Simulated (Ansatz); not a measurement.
VO2 under changes of volume

One of the cells (10.308 Å³/atom); the others are scaled copies at fixed shape and fractional positions:

```
CELL_PARAMETERS angstrom
4.50720 0.00000 0.00000
0.00000 4.50720 0.00000
0.00000 0.00000 3.04445
ATOMIC_POSITIONS crystal
V 0.50000 0.50000 0.50000
V 0.00000 0.00000 0.00000
O 0.20036 0.79964 0.50000
O 0.79964 0.20036 0.50000
O 0.70036 0.70036 0.00000
O 0.29964 0.29964 0.00000
```

The cell is a database's computed one.

| Item | Value |
| --- | --- |
| Program | Ansatz 0.2.0 |
| Functional | revPBE |
| Dispersion | D3(BJ) |
| Potentials or basis | Ansatz PAW |
| Cutoff | 420 eV (not typed: the program's choice for these potentials) |
| k mesh | 6 × 6 × 9 |
| Occupations | fermi-dirac, width 0.05 eV |
| Spin | collinear spin, ferromagnetic start |
| Starting moments | [2.0, 2.0, 0.0, 0.0, 0.0, 0.0] μB |

```csv
volume (Å³/atom),energy over the lowest point (meV/atom),pressure (GPa),largest force (eV/Å)
9.689,0.00,1.4,0.196
9.896,?,?,?
10.102,9.65,-8.3,0.207
10.308,23.10,-12.3,0.212
10.514,41.43,-15.9,0.216
10.720,64.11,-19.1,0.220
10.926,90.66,-21.9,0.223
```

Question: What does the run at 9.896 Å³/atom give?

Answer: Energy over the lowest point 1.69 meV/atom; pressure -3.7 GPa; largest force 0.202 eV/Å.

Worked out: A Birch-Murnaghan fit of order 3 (a polynomial in V^(-2/3)) to the other rows has its minimum at 9.74 Å³/atom with B0 = V·E''(V) = 249 GPa and B' = 4.6 at fixed shape and positions, which overstates the stiffness. It gives 1.72 meV/atom at 9.896 Å³/atom, against the run's 1.69, and -dE/dV = -3.9 GPa, against -3.7.

Energies are extrapolated to zero smearing.

Caveats: pairwise dispersion overbinds metals, which lowers pressure and volume; the PAW data sets come from PBE, with cores solved anew for the run's functional, which leaves a small shift of forces and pressure.
